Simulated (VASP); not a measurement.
# Y (P6_3/mmc) in VASP: notebook

One crystal, Y, is run at these levels: PBE+D3(BJ); tasks: relaxation of cell and atoms.

All numbers are computed with VASP 6.6.1; they aren't measurements. Logs are shortened: lines on timing, memory, paths and dates and some standing lists are left out, and cuts for length are marked.

## 1. Starting point

The structure is hexagonal, space group P6_3/mmc (No. 194). The conventional cell has a = 3.647 Å, b = 3.647 Å, c = 5.731 Å, α = 90.00°, β = 90.00°, γ = 120.00°. Y (site symmetry -6m2) is surrounded by 12 Y at 3.56 to 3.65 Å.

## 2. Relaxation of cell and atoms, PBE+D3(BJ)

INCAR reads:

```
SYSTEM = Y
ALGO = Normal ; EDIFF = 1E-6
EDIFFG = -0.01 ; ENCUT = 600
GGA = PE ; IBRION = 2
ISIF = 3 ; ISMEAR = 1
IVDW = 12 ; LASPH = .TRUE.
LCHARG = .FALSE. ; LREAL = .FALSE.
LWAVE = .FALSE. ; NELM = 80
NSW = 90 ; PREC = Accurate
SIGMA = 0.1
```

KPOINTS reads:

```
k-points
0
G
  12 12 7
  0 0 0
```

POSCAR reads:

```
Y
1.0
    3.6474000000      0.0000000000      0.0000000000
   -1.8237000000      3.1587410578      0.0000000000
    0.0000000000      0.0000000000      5.7306000000
Y
2
Direct
    0.3333333333      0.6666666667      0.2500000000
    0.6666666667      0.3333333333      0.7500000000
```

Potentials or basis: VASP PAW PBE potentials, release 64 (Y_sv).

The run is started by

```sh
cat potpaw_PBE.64/Y_sv/POTCAR > POTCAR
mpirun -np 1 vasp_std > vasp.out
```

OUTCAR:

```text
SYSTEM = Y
   EDIFF = 1E-6
   EDIFFG = -0.01
   ENCUT = 600
   GGA = PE
   IBRION = 2
   ISIF = 3
   ISMEAR = 1
   IVDW = 12
   LASPH = .TRUE.
   LREAL = .FALSE.
   NELM = 80
   NSW = 90
   PREC = Accurate
 IVDW          = 12

 ion  position               nearest neighbor table
   1  0.333  0.667  0.250-   2 3.56   2 3.56   2 3.56   2 3.56   2 3.56   2 3.56
   2  0.667  0.333  0.750-   1 3.56   1 3.56   1 3.56   1 3.56   1 3.56   1 3.56

  LATTYP: Found a hexagonal cell.
 ALAT       =     3.6474000000
 C/A-ratio  =     1.5711465702

  Lattice vectors:

 A1 = (   3.6474000000,   0.0000000000,   0.0000000000)
 A2 = (  -1.8237000000,   3.1587410578,   0.0000000000)
 A3 = (   0.0000000000,   0.0000000000,   5.7306000000)

Analysis of symmetry for initial positions (statically):
=====================================================================
 Subroutine PRICEL returns:
 Original cell was already a primitive cell.

 Routine SETGRP: Setting up the symmetry group for a
 hexagonal supercell.

 Subroutine GETGRP returns: Found 24 space group operations
 (whereof 12 operations were pure point group operations)
 out of a pool of 24 trial point group operations.

The static configuration has the point symmetry D_3d.
 The point group associated with its full space group is D_6h.

Analysis of symmetry for dynamics (positions and initial velocities):
=====================================================================
 Subroutine PRICEL returns:
 Original cell was already a primitive cell.

 Routine SETGRP: Setting up the symmetry group for a
 hexagonal supercell.

 Subroutine GETGRP returns: Found 24 space group operations
 (whereof 12 operations were pure point group operations)
 out of a pool of 24 trial point group operations.

The dynamic configuration has the point symmetry D_3d.
 The point group associated with its full space group is D_6h.

 Subroutine INISYM returns: Found 24 space group operations
 (whereof 12 operations are pure point group operations),
 and found     1 'primitive' translations

----------------------------------------------------------------------------------------

                                     Primitive cell

  volume of cell :      66.0233

  direct lattice vectors                    reciprocal lattice vectors
     3.647400000  0.000000000  0.000000000     0.274167900  0.158290911  0.000000000
    -1.823700000  3.158741058  0.000000000     0.000000000  0.316581822  0.000000000
     0.000000000  0.000000000  5.730600000     0.000000000  0.000000000  0.174501797

  length of vectors
     3.647400000  3.647400000  5.730600000     0.316581822  0.316581822  0.174501797

  position of ions in fractional coordinates (direct lattice)
     0.333333333  0.666666667  0.250000000
     0.666666667  0.333333333  0.750000000

  ion indices of the primitive-cell ions
   primitive index   ion index
                 1           1
                 2           2

----------------------------------------------------------------------------------------

 KPOINTS: k-points

Automatic generation of k-mesh.
 Grid dimensions read from file:
 generate k-points for:   12   12    7

 Generating k-lattice:

  Cartesian coordinates                     Fractional coordinates (reciprocal lattice)
     0.022847325  0.013190909  0.000000000     0.083333333  0.000000000  0.000000000
     0.000000000  0.026381819  0.000000000     0.000000000  0.083333333  0.000000000
     0.000000000  0.000000000  0.024928828     0.000000000  0.000000000  0.142857143

  Length of vectors
     0.026381819  0.026381819  0.024928828

  Shift w.r.t. Gamma in fractional coordinates (k-lattice)
     0.000000000  0.000000000  0.000000000

 Subroutine IBZKPT returns following result:
 ===========================================

 Found     76 irreducible k-points:

 Following reciprocal coordinates:
            Coordinates               Weight
  0.000000  0.000000  0.000000      1.000000
  0.083333  0.000000  0.000000      6.000000
  0.166667  0.000000  0.000000      6.000000
  0.250000  0.000000  0.000000      6.000000
  0.333333  0.000000  0.000000      6.000000
  0.416667  0.000000  0.000000      6.000000
[... 16 lines left out ...]
  0.250000  0.000000  0.142857     12.000000
  0.333333  0.000000  0.142857     12.000000
 [... further k-points ...]
   k-points           NKPTS =     76   k-points in BZ     NKDIM =     76   number of bands    NBANDS=     15
   number of dos      NEDOS =    301   number of ions     NIONS =      2
   total plane-waves  NPLWV =  43200
   dimension x,y,z NGX =    30 NGY =   30 NGZ =   48
   dimension x,y,z NGXF=    60 NGYF=   60 NGZF=   96
   ions per type =               2
   NGX,Y,Z   is equivalent  to a cutoff of  13.67, 13.67, 13.92 a.u.
   NGXF,Y,Z  is equivalent  to a cutoff of  27.35, 27.35, 27.85 a.u.
 SYSTEM =  Y
   PREC   = accura    normal or accurate (medium, high low for compatibility)
   ISTART =      0    job   : 0-new  1-cont  2-samecut
   ICHARG =      2    charge: 1-file 2-atom 10-const
   ISPIN  =      1    spin polarized calculation?
   LNONCOLLINEAR =      F non collinear calculations
   LSORBIT =      F    spin-orbit coupling
   LASPH  =      T    aspherical Exc in radial PAW
   ENCUT  =  600.0 eV  44.10 Ry    6.64 a.u.   7.28  7.28 11.45*2*pi/ulx,y,z
   NELM   =     80;   NELMIN=  2; NELMDL= -5     # of ELM steps
   EDIFF  = 0.1E-05   stopping-criterion for ELM
   LREAL  =      F    real-space projection
   EDIFFG = -.1E-01   stopping-criterion for IOM
   NSW    =     90    number of steps for IOM
   IBRION =      2    ionic relax: 0-MD 1-quasi-New 2-CG
   NFREE  =      1    steps in history (QN), initial steepest desc. (CG)
   ISIF   =      3    stress and relaxation
   ISYM   =      2    0-nonsym 1-usesym 2-fastsym
   POTIM  = 0.5000    time-step for ionic-motion
   TEBEG  =    0.0;   TEEND  =   0.0 temperature during run
   PSTRESS=    0.0 pullay stress
   NELECT =      22.0000    total number of electrons
   NUPDOWN=      -1.0000    fix difference up-down
   EMIN   =  10.00;   EMAX   =-10.00  energy-range for DOS
   EFERMI =   0.00;   METHOD = LEGACY
   ISMEAR =     1;   SIGMA  =   0.10  broadening in eV -4-tet -1-fermi 0-gaus
   EFERMI_NEDOS =   21; number of points for ismear=-14 and -15
   IALGO  =     38    algorithm
   IMIX   =      4    mixing-type and parameters
     AMIX     =   0.40;   BMIX     =  1.00
     AMIX_MAG =   1.60;   BMIX_MAG =  1.00
  volume/ion in A,a.u.               =      33.01       222.77
  Fermi-wavevector in a.u.,A,eV,Ry     =   1.134967  2.144777 17.526345  1.288150
  Thomas-Fermi vector in A             =   2.271671
   LORBIT       =      0    0 simple, 1 ext, 2 COOP (PROOUT), +10 PAW based schemes
   GGA     = PE    functional components
   LHFCALC =     F    Hartree Fock is set to
   AEXX    =    0.0000 exact exchange contribution
   IVDW    =    12    specifies the selected vdW correction
   LEPSILON=     F    determine dielectric tensor
   LRPA    =     F    only Hartree local field effects (RPA)
 conjugate gradient relaxation of ions
 non-spin polarized calculation
 Methfessel and Paxton  Order N= 1 SIGMA  =   0.10
  energy-cutoff  :      600.00
  volume of cell :       66.02
 maximum number of plane-waves:      2237
 NGX is ok and might be reduce to    30
   NGX = 15   NGY = 15   NGZ = 23

--------------------------------------- Ionic step        1  -------------------------------------------

 number of electron      22.0000002 magnetization

 Free energy of the ion-electron system (eV)
  ---------------------------------------------------
  ext. energy  EPLUGINS =         0.00000000
  ---------------------------------------------------
  free energy    TOTEN  =       -12.86182468 eV

  energy without entropy =      -12.85967370  energy(sigma->0) =      -12.86110769

------------------------ aborting loop because EDIFF is reached ----------------------------------------

 Edisp (eV)   -0.66633

 E8    (eV) :    -0.3514

  FORCE on cell =-STRESS in cart. coord.  units (eV):
  Direction    XX          YY          ZZ          XY          YZ          ZX
  --------------------------------------------------------------------------------------
  -------------------------------------------------------------------------------------
  Total      -0.69152    -0.69152    -0.95562     0.00000     0.00000    -0.00000
  in kB     -16.78097   -16.78097   -23.18988     0.00000     0.00000    -0.00000
  external pressure =      -18.92 kB  Pullay stress =        0.00 kB
[... 221 lines left out ...]
  energy  without entropy=      -13.5443924246  energy(sigma->0) =      -13.54654325

--------------------------------------- Ionic step        7  -------------------------------------------

 number of electron      21.9999999 magnetization

 Free energy of the ion-electron system (eV)
  ---------------------------------------------------
  ext. energy  EPLUGINS =         0.00000000
  ---------------------------------------------------
  free energy    TOTEN  =       -12.84823474 eV

  energy without entropy =      -12.84519654  energy(sigma->0) =      -12.84722201

 E-fermi :   3.2048     XC(G=0):  -9.5902

 val. band max:        3.2035049452   @ k =   0.2500   0.2500   0.4286
 cond. band min:       3.2127149247   @ k =   0.2500   0.2500   0.2857
 fundamental gap:      0.0092099795
 Fermi energy:         3.2048146666

 k-point     1 :       0.0000    0.0000    0.0000
  band No.  band energies     occupation
      1     -39.3841      2.00000
      2     -39.2935      2.00000
      3     -19.7158      2.00000
      4     -19.1727      2.00000
      5     -19.1727      2.00000
      6     -19.0670      2.00000
      7     -19.0670      2.00000
      8     -19.0211      2.00000
      9      -1.5459      2.00000
     10       1.2945      2.00000
     11       4.2809     -0.00000
     12       4.9767     -0.00000
     13       4.9767     -0.00000
     14       5.3692      0.00000
     15       5.6317      0.00000
[... 397 lines left out ...]
 k-point    24 :       0.3333    0.0000    0.1429
  band No.  band energies     occupation
      1     -39.3319      2.00000
      2     -39.2849      2.00000
      3     -19.5695      2.00000
      4     -19.4378      2.00000
      5     -19.3893      2.00000
      6     -19.2659      2.00000
      7     -19.1251      2.00000
      8     -19.1196      2.00000
      9       0.5413      2.00000
     10       2.2681      2.00000
     11       2.6978      2.00000
     12       3.3729     -0.03881
     13       4.6308     -0.00000
     14       5.0060     -0.00000
     15       5.0417     -0.00000

 [... further k-points ...]

------------------------ aborting loop because EDIFF is reached ----------------------------------------

 Edisp (eV)   -0.69946

 E8    (eV) :    -0.3689

  FORCE on cell =-STRESS in cart. coord.  units (eV):
  Direction    XX          YY          ZZ          XY          YZ          ZX
  --------------------------------------------------------------------------------------
  -------------------------------------------------------------------------------------
  Total      -0.01427    -0.01427    -0.00422     0.00000    -0.00000     0.00000
  in kB      -0.36291    -0.36291    -0.10744     0.00000    -0.00000     0.00000
  external pressure =       -0.28 kB  Pullay stress =        0.00 kB
[... 17 lines left out ...]
  FREE ENERGIE OF THE ION-ELECTRON SYSTEM (eV)
  ---------------------------------------------------
  free  energy   TOTEN  =       -13.5476995405 eV

  energy  without entropy=      -13.5446613372  energy(sigma->0) =      -13.54668681

 reached required accuracy - stopping structural energy minimisation
```

Run time: 2.8 min. Hardware: 1 thread of Intel Xeon 6975P-C (Granite Rapids), shared host; peak memory 0.28 GiB.

Results:

* Free energy: -13.5477 eV
* Relaxed volume: 31.49 Å³/atom
* Relaxed cell: a = 3.602 Å, b = 3.602 Å, c = 5.605 Å, α = 90.00°, β = 90.00°, γ = 120.00°
* Space group after relaxing (to 0.05 Å): P6_3/mmc (No. 194)
* Energy gained by relaxing: 9.8 meV/atom
* Ionic steps: 7
* Pressure after relaxing: 0.0 GPa
* Band gap on the k mesh: none (metal or under the smearing width)
* Dispersion energy per atom: -0.350 eV

The path:
```csv
step,energy change (eV),largest force (eV/Å),pressure (GPa),volume (Å³)
1,0.0000,0.0000,-1.89,66.02
2,-0.0188,0.0000,0.36,62.37
3,-0.0195,0.0000,0.02,62.89
4,-0.0195,0.0000,-0.03,62.95
5,-0.0195,0.0000,-0.02,62.97
6,-0.0195,0.0000,-0.04,63.01
7,-0.0195,0.0000,-0.03,62.99
```

Final structure:
```yaml
crystal:
  lattice:
    - [3.60221, 0.00000, 0.00000]
    - [-1.80110, 3.11960, 0.00000]
    - [0.00000, 0.00000, 5.60524]
  atoms:
    - { symbol: Y, position: [0.33333, 0.66667, 0.25000] }
    - { symbol: Y, position: [0.66667, 0.33333, 0.75000] }
```

Caveat: pairwise dispersion overbinds metals, which lowers pressure and volume.

## 3. Relaxation of cell and atoms, PBE+D3(BJ)

This run uses another cell than the first one, of 31.49 Å³/atom, 0.954 times its volume.

Changes to INCAR since step 2:

```diff
@@ -1,4 +1,4 @@
 SYSTEM = Y
-ALGO = Normal ; EDIFF = 1E-6
-EDIFFG = -0.01 ; ENCUT = 600
+ALGO = Normal ; EDIFF = 1E-7
+EDIFFG = -0.005 ; ENCUT = 600
 GGA = PE ; IBRION = 2
```

KPOINTS is that of step 2.

POSCAR reads:

```
Y                                       
1.0
    3.6022086772      0.0000000000     -0.0000000000
   -1.8011043386      3.1196042242     -0.0000000000
    0.0000000000      0.0000000000      5.6052419343
  Y             
     2
Direct
     0.3333333332999970    0.6666666667000030    0.2500000000000000
     0.6666666667000030    0.3333333332999970    0.7500000000000000
```

Potentials or basis: VASP PAW PBE potentials, release 64 (Y_sv).

The run is started by

```sh
cat potpaw_PBE.64/Y_sv/POTCAR > POTCAR
mpirun -np 1 vasp_std > vasp.out
```

Run time: 77 s. Hardware: 1 thread of Intel Xeon 6975P-C (Granite Rapids), shared host; peak memory 0.27 GiB.

Results (log left out):

```yaml
Free_energy: -13.5475 eV
Relaxed_volume: 31.48 Å³/atom
Relaxed_cell: a = 3.601 Å, b = 3.601 Å, c = 5.605 Å, α = 90.00°, β = 90.00°, γ = 120.00°
Space_group_after_relaxing_to_0.05_Å: P6_3/mmc (No. 194)
Energy_gained_by_relaxing: 0.0 meV/atom
Ionic_steps: 3
Pressure_after_relaxing: 0.0 GPa
Band_gap_on_the_k_mesh: none (metal or under the smearing width)
Dispersion_energy_per_atom: -0.350 eV
```

Final structure:
```
Y
1.0
     3.60119    0.00000    0.00000
    -1.80060    3.11873    0.00000
     0.00000    0.00000    5.60496
Y
2
Cartesian
  0.0000 2.0791 1.4012
  1.8006 1.0396 4.2037
```

Levels at points of the mesh, in eV from the Fermi level:
```
           k point  band 8  band 9  band 10  band 11  band 12  band 13  band 14  band 15
(0.00, 0.00, 0.00)  -22.22   -4.75    -1.91     1.08     1.77     1.77     2.16     2.43
(0.50, 0.00, 0.00)  -22.33   -1.69    -1.26    -0.87    -0.06     1.46     1.50     2.19
```

Caveat: pairwise dispersion overbinds metals, which lowers pressure and volume.
